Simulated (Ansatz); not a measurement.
# Cu: a slab and its surfaces, (111), 7 layers, part 2 of 2

Aim: cut a slab of Cu (111), 7 layers from the relaxed bulk, relax it, and get surface energy and work function. Methods of the runs shown: LAPW. Companion runs by PAW are cited. Its runs: bulk in the slab's orientation (LAPW); the reference run (LAPW); at the positions relaxed by PAW (LAPW); no images along the normal (LAPW).

Ansatz 0.2.0; DFT PBEsol; a cell built from a prototype (fcc type), not taken from measurement. Earlier steps stand in the parts before.

### 5 At the positions relaxed by PAW, LAPW

File input.yaml:

```yaml
crystal:
  lattice:
    - [2.5198192011, 0.0, 0.0]
    - [-1.2599096006, 2.1822274411, 0.0]
    - [0.0, 0.0, 28.3445]
  atoms:
    - { symbol: Cu, position: [0.0, 0.0, 0.2833270364] }
    - { symbol: Cu, position: [0.3333333333, 0.6666666667, 0.3551898818] }
    - { symbol: Cu, position: [0.6666666667, 0.3333333333, 0.4274882412] }
    - { symbol: Cu, position: [0.0, 0.0, 0.4999999859] }
    - { symbol: Cu, position: [0.3333333333, 0.6666666667, 0.5725117428] }
    - { symbol: Cu, position: [0.6666666667, 0.3333333333, 0.6448101232] }
    - { symbol: Cu, position: [0.0, 0.0, 0.7166729885] }
kpoints:
  mp_grid: { grid: [18, 18, 1] }
scf:
  occupations: { method: fermi_dirac, width: 0.1 }
hamiltonian:
  xc: pbesol
  pseudopotentials: { kind: all_electron, lapw: { basis_error: 0.001 } }
output:
  forces: true
  stress: true
  eigenvalues: true
efield:
  axis: 3
  amplitude: 0
  dipole_correction: true
```

The run is started by

```bash
$ ansatz run input.yaml --threads 3 --pin off --max-ram 8192MiB --backend cpu --events-out ev --progress --plain --runs-dir out
```

The program printed, shortened:

```text
LAPW: plane waves up to 9.013 Å⁻¹, error target 1.0e-3 eV per atom; small_component_spin mean_spin; Cu in spheres of 1.252 Å, 19 of its electrons in bands, Dirac shells []
[...]
Pseudopotentials: kind: all_electron
Pseudopotential: Cu, LAPW, valence charge 19, Koelling and Harmon's equation, gaussian nucleus
Functional definition: PBEsol
[...]
Crystal: 7 atoms, lattice volume = 155.861 Å³
Basis set: ecut = 309.48412554170375 eV, 1977 PW (Γ), exchange–correlation at level 2
Bands: 80, of which v1, the nominal top of the filled ones, is band 67 counted from 1 (66 counted from 0)
Symmetry: 6 space group operations
k-points: 37 of 324 (time reversal used)
[...]
Fermi energy:    6.426786 eV
Dipole field:    D = -0.000000 V/Å  (p = -0.000000 e·Å, saw-weighted, corrected)
Work function:   Φ+ = 4.9543 eV   Φ− = 4.9543 eV
Levels:          The Fermi level and band energies are counted from a zero that moves with the ramp; work functions are not
[...]
--- Forces (eV/Å), atoms counted from 1 ---
  atom   1  Cu     0.00000000     0.00000000    -0.00096572
  atom   2  Cu    -0.00000000     0.00000000     0.00205770
  atom   3  Cu     0.00000000     0.00000000     0.00042169
  atom   4  Cu     0.00000000    -0.00000000     0.00000148
  atom   5  Cu     0.00000000    -0.00000000    -0.00042077
  atom   6  Cu     0.00000000    -0.00000000    -0.00205789
  atom   7  Cu     0.00000000    -0.00000000     0.00096337
[...]
--- Stress (GPa, compression-positive) ---
       -1.238343      -0.000000      -0.000000
        0.000000      -1.238343      -0.000000
       -0.000000      -0.000000      -0.002098
  P = ⅓ Tr σ = -0.8263 GPa (-8.263 kbar)
--- Band table (eV; the first three rows and the last of 37) ---
[...]
```

It took 2.6 min on 3 threads of Arm Neoverse V1, shared host; peak memory 1.2 GiB.

Read from it: no gap; work function 4.95 eV.

### 6 No images along the normal, LAPW

Edit input.yaml of step 5 so:

```diff
@@ -13,2 +13,3 @@
     - { symbol: Cu, position: [0.0, 0.0, 0.7166729885] }
+  periodic: [true, true, false]
 kpoints:
@@ -24,5 +25 @@
   eigenvalues: true
-efield:
-  axis: 3
-  amplitude: 0
-  dipole_correction: true
```

The run is started by

```bash
$ ansatz run input.yaml --threads 3 --pin off --max-ram 8192MiB --backend cpu --events-out ev --progress --plain --runs-dir out
```

The program printed, shortened:

```text
Warning: crystal.periodic: the lattice vector that does not repeat stood 0.000° off the slab's normal, 28.345 Å along it as the deck builds it. The run solves the slab on a vector along the normal, 48.366 Å long, with every atom where it was (on the deck's vector they left 16.06 Å outside [...]
LAPW: plane waves up to 9.013 Å⁻¹, error target 1.0e-3 eV per atom; small_component_spin mean_spin; Cu in spheres of 1.252 Å, 19 of its electrons in bands, Dirac shells []
[...]
[... 3 set-up lines as earlier in the session ...]
[...]
Crystal: 7 atoms, lattice volume = 265.956 Å³
Basis set: ecut = 309.48315807829783 eV, 3391 PW (Γ), exchange–correlation at level 2
Bands: 80, of which v1, the nominal top of the filled ones, is band 67 counted from 1 (66 counted from 0)
Symmetry: 12 space group operations
Space group: P-3m1 (ITA 164), of the structure as read, at distance tolerance 6.4e-5 Å
k-points: 37 of 324
[...]
SCF iter  14: F=-314984.188299 eV  HF=-314984.188299 eV  |F-HF|=3.35e-8  |Δ(HF+E_count)|=   2.65e-8  Δρ=1.02e-6  dr2=3.04e-8  ethr=9.13e-11  ⟨swp⟩=2.9  Hψ=8566  notcnv=0
[...]
SCF converged after 14 iterations
Free energy (F): -314984.188299 eV
[...]
E sigma→0 (E₀):  -314984.149038 eV
Entropy (-TS):   -0.078522 eV (-11.217 meV/atom)
Fermi energy:    -4.953584 eV
[...]
--- Forces (eV/Å), atoms counted from 1 ---
  atom   1  Cu     0.00000000     0.00000000    -0.00111505
  atom   2  Cu    -0.00000000     0.00000000     0.00189765
  atom   3  Cu     0.00000000     0.00000000     0.00034364
  atom   4  Cu     0.00000000     0.00000000     0.00000000
  atom   5  Cu    -0.00000000    -0.00000000    -0.00034364
  atom   6  Cu     0.00000000    -0.00000000    -0.00189765
  atom   7  Cu    -0.00000000    -0.00000000     0.00111505
[...]
--- 2D stress c σ (N/m, compression-positive) ---
       -3.501564      -0.000000       0.000000
       -0.000000      -3.501564      -0.000000
        0.000000       0.000000       0.000000
  P = ½ c Tr σ = -3.5016 N/m
--- Band table (eV; the first three rows and the last of 37) ---
[...]
  the weakly bound empty levels are not read free of the cell's end (augmented_plane_waves)
```

It took 2.3 min on 3 threads of Arm Neoverse V1, shared host; peak memory 1.4 GiB.

Read from it: no gap.

### 7 All runs together

The PAW rows are taken from companion runs at the same settings.

| run | surface energy (J/m²) | work function (eV; upper / lower face where they differ) | gap (eV) | largest force (eV/Å) | time |
| --- | --- | --- | --- | --- | --- |
| Slab as cut, LAPW | 1.660 | 4.96 | none | 0.087 | 2.8 min |
| At the positions relaxed by PAW, LAPW | 1.657 | 4.95 | none | 0.002 | 2.6 min |
| No images along the normal, LAPW | 1.657 | – | none | 0.002 | 2.3 min |
| Slab as cut, PAW | 1.661 | 4.96 | none | 0.087 | 26 s |
| Atoms relaxed, PAW | 1.658 | 4.96 | none | 0.001 | 84 s |
| No images along the normal, PAW | 1.658 | – | none | 0.001 | 27 s |
| Core holes in 2p of Cu, PAW | – | – | none | 0.001 | 2 min |

Surface energy: (F of the slab less that of as many bulk atoms) over twice the area, the bulk computed in the slab's orientation.

Core-hole binding energies as the program printed them (eV):

| atom | atoms alike | shell | binding | shift |
| --- | --- | --- | --- | --- |
| Cu1 | 2 | 2p | 935.97 | 0.00 |
| Cu2 | 2 | 2p | 936.29 | 0.32 |
| Cu3 | 2 | 2p | 936.27 | 0.30 |
| Cu4 | 1 | 2p | 936.27 | 0.31 |

### 8 Results

What follows sums up all 2 parts.

```
                                      quantity                                          value
                surface energy (LAPW, relaxed)                                      1.66 J/m²
                 work function (LAPW, relaxed)                                        4.95 eV
                 surface energy (PAW, relaxed)                                      1.66 J/m²
                  work function (PAW, relaxed)                                        4.96 eV
                     outer layer spacing (PAW)                                  2.06 → 2.04 Å
core-level shifts among the layers (PAW holes)  Cu1 +0.00, Cu2 +0.32, Cu3 +0.30, Cu4 +0.31 eV
```

What this shows: By LAPW the surface costs 1.66 J/m² as cut and 1.66 J/m² relaxed. The outermost spacing changes by -1.0 % (PAW). Thickness wasn't converged, and no reconstruction was sought.
